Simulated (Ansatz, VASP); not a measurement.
Given: the input of a run of VASP 6.6.1 on Ge (Germanium). 

Contents of INCAR:

```
PREC = Accurate
ENCUT = 600
EDIFF = 1E-7
ISMEAR = -5
SIGMA = 0.05
LREAL = False
LASPH = True
NELM = 60
ALGO = Fast
ISIF = 3
LWAVE = False
LCHARG = False
MAGMOM = 0 0 0 0 0 0
LORBIT = 11
LSORBIT = True
GGA_COMPAT = False
GGA = RP
IBRION = 2
NSW = 60
EDIFFG = -0.01
```

The input KPOINTS:

```
regular mesh
0
Gamma
  6 6 6
```

File POSCAR:

```
Ge
1.0
    0.0000000000      2.8289100000      2.8289100000
    2.8289100000      0.0000000000      2.8289100000
    2.8289100000      2.8289100000      0.0000000000
Ge
2
Cartesian
    4.2433650000      4.2433650000      4.2433650000
    2.8289100000      2.8289100000      2.8289100000
```

Potentials or basis: VASP PAW PBE potentials, release 64 (Ge_d).

Run with:

```sh
$ cat potpaw_PBE.64/Ge_d/POTCAR > POTCAR
$ mpirun -np 1 vasp_ncl > vasp.out
```

Problem. What does the same run look like in Ansatz 0.2.0? Potentials or basis there: all-electron LAPW, relativistic spinors.

Solution. As run (cutoffs and basis follow the program's own potentials, and thresholds, step limits or extra output files can differ):

input.yaml

```yaml
crystal:
  lattice:
    - [0.0, 2.82891, 2.82891]
    - [2.82891, 0.0, 2.82891]
    - [2.82891, 2.82891, 0.0]
  atoms:
    - { symbol: Ge, position: [0.75, 0.75, 0.75] }
    - { symbol: Ge, position: [0.5, 0.5, 0.5] }
kpoints:
  mp_grid: { grid: [6, 6, 6] }
scf:
  occupations: { method: tetrahedron }
hamiltonian:
  xc: rpbe
  pseudopotentials: { kind: all_electron, lapw: { basis_error: 0.001 } }
magnetization:
  noncollinear: true
  spin_orbit: true
output:
  forces: true
  stress: true
relax:
  f_tol: 0.02
  max_steps: 60
  cell: {}
```

Potentials or basis: all-electron LAPW, relativistic spinors.

Run with:

```console
$ ansatz run input.yaml --threads 1 --pin off --max-ram 3072MiB --backend cpu --events-out ev --progress --plain --runs-dir out
```

Both were run:

|  | VASP | Ansatz |
| --- | --- | --- |
| Relaxed volume | 24.59 Å³/atom | 24.60 Å³/atom |
| Relaxed cell | a = 4.112 Å, b = 4.112 Å, c = 4.112 Å, α = 60.00°, β = 60.00°, γ = 60.00° | a = 4.113 Å, b = 4.113 Å, c = 4.113 Å, α = 60.00°, β = 60.00°, γ = 60.00° |
| Space group after relaxing | Fd-3m (No. 227) | Fd-3m (No. 227) |
| Pressure after relaxing | 0.0 GPa | 0.0 GPa |

VASP's potentials were made for PBE.

Where Ansatz's input types no cutoff or centring, it takes its own default and a Γ-centred mesh.

Pressure is positive in compression.
